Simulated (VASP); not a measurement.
Wanted: the native input for a VASP 6.6.1 run.

```yaml
Task: single point
Functional: PBE
Potentials_or_basis: VASP PAW PBE potentials, release 64 (K_sv, F)
Cutoff: 520 eV
k_mesh: 8 × 8 × 8
Occupations: fermi-dirac, width 0.02 eV
Spin: no spin polarisation
Dipole_correction: no
Further_INCAR_settings: ALGO = Normal; EDIFF = 1e-06; NBANDS = 15
```

The structure of KF lies in POSCAR:

```
KF
1.0
    3.2704221571      0.0000000000      0.0000000000
    0.0000000000      3.2704221571      0.0000000000
    0.0000000000      0.0000000000      3.1788706815
K F
1 1
Direct
    0.0000000000      0.0000000000      0.0000000000
    0.5000000000      0.5000000000      0.5000000000
```

The cell was built by a generator and needn't be a form met in nature.

The cell isn't the ideal one: biaxial_xy strain +2.9%.

One way to write it, as run:

INCAR

```
PREC = Accurate
ENCUT = 520
EDIFF = 1E-6
ISMEAR = -1
SIGMA = 0.02
LREAL = False
LASPH = True
NELM = 60
ALGO = Normal
ISIF = 2
LWAVE = False
LCHARG = False
GGA = PE
NBANDS = 15
```

KPOINTS

```
regular mesh
0
Gamma
  8 8 8
```

Potentials or basis: VASP PAW PBE potentials, release 64 (K_sv, F).

Run with:

```bash
$ cat potpaw_PBE.64/K_sv/POTCAR potpaw_PBE.64/F/POTCAR > POTCAR
$ mpirun -np 1 vasp_std > vasp.out
```

It gave:

```json
{
  "Pressure": "0.6 GPa",
  "Band gap on the k mesh": "6.31 eV, indirect (least direct gap 6.36 eV)"
}
```

Wall time 37 s on 1 thread of AMD EPYC 7R13 Processor (Zen 3), with other jobs on the host, peak memory 0.13 GiB.
